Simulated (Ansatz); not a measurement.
Crystal: PbS (Galena).

```xyz
2
Lattice="0.0000 2.9657 2.9657 2.9657 0.0000 2.9657 2.9657 2.9657 0.0000" Properties=species:S:1:pos:R:3 pbc="T T T"
Pb    0.0000    0.0000    0.0000
S     2.9657    2.9657    2.9657
```

Below is the output of Ansatz 0.2.0 for this cell. Logs are shortened: lines on timing, memory, paths and dates and some standing lists are left out, and cuts for length are marked.

```text
Warning: RAYON_NUM_THREADS=1 ignored (pool sized by the plan → 1); use --threads N
LAPW: plane waves up to 6.829 Å⁻¹, error target 1.0e-3 eV per atom; small_component_spin mean_spin; S in spheres of 1.309 Å, 14 of its electrons in bands, Dirac shells []; Pb in spheres of 1.656 Å, 36 of its electrons in bands, Dirac shells [] (how accurate: hamiltonian.pseudopotentials.lapw.basis_error, Limitations)
Engine: ansatz 0.2.0, aarch64-unknown-linux-gnu
Pseudopotentials: kind: all_electron
Pseudopotential: Pb, LAPW, valence charge 36, lapw/all_electron/scalar/gaussian/Pb, Koelling and Harmon's equation, gaussian nucleus
Pseudopotential: S, LAPW, valence charge 14, lapw/all_electron/scalar/gaussian/S, Koelling and Harmon's equation, gaussian nucleus
Functional definition: PBE
  parameter kappa = 0.804
  parameter beta = 0.06672455060314922
  exchange = pbe_x(kappa = kappa, mu = beta*pi^2/3)
  correlation = pbe_c(beta = beta)
Crystal: 2 atoms, lattice volume = 52.172 Å³
Basis set: ecut = 177.66674610499865 eV, 283 PW (Γ), exchange–correlation at level 2
Bands: 30, of which v1, the nominal top of the filled ones, is band 25 counted from 1 (24 counted from 0)
Symmetry: 48 space group operations
Space group: Fm-3m (ITA 225), of the structure as read, at distance tolerance 3.7e-5 Å
k-points: 29 of 512
Non-local potential: Pb, projectors of the file, none
Non-local potential: S, projectors of the file, none
Initial density: superposition of atomic densities (chi_scale 0.1, normalization cell, long waves kept (reshape's long-wave potential 0.00 eV rms))
Initial wavefunctions: plane waves of lowest kinetic energy (no species holds an atomic orbital)
Functional: x = pbe(κ = 0.804, μ = 0.2195149727645171), c = pbe(β = 0.06672455060314922)
iter 1 solved again at ethr=2.74e-3 eV; its pass at ethr=1.00e-1 eV (dr2=1.37e0 eV) is discarded
SCF iter   1: F=—  HF=-578930.836193 eV  |F-HF|=—  |Δ(HF+E_count)|=         —  Δρ=3.40e-2  dr2=1.37e0  ethr=2.74e-3  ⟨swp⟩=2.1  Hψ=5407  notcnv=0
preconditioner: auto → none  [insulator: Δε(μ)=0.829 eV  Ē_g=16.211 eV  σ=0.020 eV  W_gap=1.00  n_scr=14 (ndim 8)  ℏωp=23.0 eV  f_vac=0.059  D(μ)=0.00/eV (n_scr^D=0)  ε∞_Penn≈3.0]
iter 2 solved again at ethr=1.38e-4 eV; its pass at ethr=2.74e-3 eV (dr2=6.92e-2 eV) is discarded
SCF iter   2: F=—  HF=-578930.428124 eV  |F-HF|=—  |Δ(HF+E_count)|=   4.08e-1  Δρ=9.84e-3  dr2=6.93e-2  ethr=1.38e-4  ⟨swp⟩=2.1  Hψ=4486  notcnv=0  defer=1
SCF iter   3: F=—  HF=-578930.351365 eV  |F-HF|=—  |Δ(HF+E_count)|=   7.68e-2  Δρ=4.33e-3  dr2=1.67e-2  ethr=1.38e-4  ⟨swp⟩=3.1  Hψ=2816  notcnv=0
SCF iter   4: F=—  HF=-578930.353922 eV  |F-HF|=—  |Δ(HF+E_count)|=         —  Δρ=4.93e-4  dr2=1.17e-4  ethr=3.33e-5  ⟨swp⟩=2.0  Hψ=2712  notcnv=0
the basis was enlarged: its passes take 48.3 KiB over the memory plan, 1 of 1 planned eigensolver slots
SCF iter   5: F=—  HF=-578930.353633 eV  |F-HF|=—  |Δ(HF+E_count)|=   2.89e-4  Δρ=1.90e-4  dr2=2.81e-5  ethr=2.34e-7  ⟨swp⟩=2.8  Hψ=2642  notcnv=0
SCF iter   6: F=—  HF=-578930.353634 eV  |F-HF|=—  |Δ(HF+E_count)|=   1.34e-6  Δρ=7.48e-5  dr2=6.35e-6  ethr=5.62e-8  ⟨swp⟩=2.9  Hψ=2660  notcnv=0
SCF iter   7: F=—  HF=-578930.353634 eV  |F-HF|=—  |Δ(HF+E_count)|=   2.11e-7  Δρ=1.19e-5  dr2=1.35e-7  ethr=1.27e-8  ⟨swp⟩=2.0  Hψ=2581  notcnv=0
SCF iter   8: F=-578930.353634 eV  HF=-578930.353634 eV  |F-HF|=5.47e-9  |Δ(HF+E_count)|=   8.30e-8  Δρ=1.92e-6  dr2=1.71e-9  ethr=2.70e-10  ⟨swp⟩=2.9  Hψ=2643  notcnv=0
SCF 1 converged in 8 iterations: F = -578930.353634 eV  dr2 = 1.71e-9
SCF converged after 8 iterations
Free energy (F): -578930.353634 eV
Harris-Foulkes:  -578930.353634 eV  (|F-HF|=5.47e-9)
Internal energy: -578930.353634 eV  (E = F + TS)
E sigma→0 (E₀):  -578930.353634 eV
Fermi energy:    11.684245 eV
--- Per-component energies (eV) ---
  E_band       = -3525.484161
  E_kinetic    = 665884.210514
  E_xc         = -11278.456683
  E_electrostatic = -1233536.107465  (all electrons and nuclei)
  E_smearing   = -0.000000  (= −TS)
  E_closure    = 0.000000  (closes the sum)
  E_atoms      = -578921.625793  (free atoms, spherical and without spin; not in F)
  Σ components = -578930.353634   (vs F -578930.353634, Δ=0.00e0)
  Basis errors (estimates in eV, not in F): energy 3.7e-4 per atom: plane waves 3.2e-4 (1.8e-4 summed), levels above the bands 0.0e0, relativity 7.0e-8, radial functions 4.8e-5, core shells 6.8e-9; eigenvalues (radial functions only) 2.0e-4; not estimated: angular momenta, meshes, grids; target (lapw.basis_error) 1.0e-3; muffin-tin radii S 1.309 Å, Pb 1.656 Å
--- Forces (eV/Å), atoms counted from 1 ---
  atom   1  Pb    -0.00000000    -0.00000000    -0.00000000
  atom   2  S      0.00000000    -0.00000000     0.00000000
  max |Σ_I F_I| component: 1.79e-30 eV/Å
--- Stress (GPa, compression-positive) ---
        2.238675       0.000000       0.000000
        0.000000       2.238675       0.000000
        0.000000       0.000000       2.238675
  P = ⅓ Tr σ = 2.2387 GPa (22.387 kbar)
--- Band table (eV; the first three rows and the last of 29) ---
  k-point 0: bands = ["-193.7375", "-138.5143", "-138.5143", "-138.5143", "-127.9661", "-116.9928", "-116.9898", "-116.9898", "-116.9898", "-116.9875", "-116.9875", "-116.9875", "-69.8129", "-69.8129", "-69.8129", "-5.3350", "-5.3350", "-5.3350", "-5.3192", "-5.3192", "-2.0982", "5.4732", "9.3239", "9.3239", "9.3239", "16.7145", "16.7145", "16.7145", "18.1990", "18.1990"]
  k-point 1: bands = ["-193.7375", "-138.5143", "-138.5143", "-138.5143", "-127.9661", "-116.9928", "-116.9898", "-116.9898", "-116.9898", "-116.9875", "-116.9875", "-116.9875", "-69.8129", "-69.8129", "-69.8129", "-5.3343", "-5.3322", "-5.3322", "-5.3198", "-5.3198", "-1.9652", "5.0186", "9.3657", "9.3657", "9.6657", "15.4859", "15.9264", "15.9264", "18.1688", "18.5680"]
  k-point 2: bands = ["-193.7375", "-138.5143", "-138.5143", "-138.5143", "-127.9661", "-116.9928", "-116.9898", "-116.9898", "-116.9898", "-116.9875", "-116.9875", "-116.9875", "-69.8130", "-69.8129", "-69.8129", "-5.3386", "-5.3386", "-5.3330", "-5.3082", "-5.3082", "-1.5959", "4.0460", "9.4843", "9.4843", "10.3308", "13.8561", "14.7138", "14.7138", "18.3544", "19.4098"]
  k-point 28: bands = ["-193.7375", "-138.5143", "-138.5143", "-138.5143", "-127.9661", "-116.9928", "-116.9898", "-116.9898", "-116.9898", "-116.9875", "-116.9875", "-116.9875", "-69.8130", "-69.8130", "-69.8130", "-5.4294", "-5.3186", "-5.3186", "-5.3178", "-5.2741", "-0.3881", "3.5639", "7.0709", "7.0709", "10.4728", "13.6883", "16.1595", "16.1595", "19.6486", "19.6486"]
```

Problem. What input gives this log?

Solution. Single point with PBE, no spin polarisation. The files as run (others can give the same):

input.yaml
```yaml
crystal:
  lattice:
    - [0.0, 2.96575, 2.96575]
    - [2.96575, 0.0, 2.96575]
    - [2.96575, 2.96575, 0.0]
  atoms:
    - { symbol: Pb, position: [0.0, 0.0, 0.0] }
    - { symbol: S, position: [0.5, 0.5, 0.5] }
kpoints:
  mp_grid: { grid: [8, 8, 8] }
scf:
  occupations: { method: gaussian, width: 0.02 }
hamiltonian:
  xc: pbe
  pseudopotentials: { kind: all_electron, lapw: { basis_error: 0.001 } }
output:
  forces: true
  stress: true
  eigenvalues: true
```

Potentials or basis: all-electron LAPW, scalar-relativistic.
Launch:
```console
$ ansatz run input.yaml --threads 1 --pin off --max-ram 3072MiB --backend cpu --events-out ev --progress --plain --runs-dir out
```

Caveat: spin-orbit coupling is left out, which as a rule narrows the gap of such compounds by several tenths of an eV.
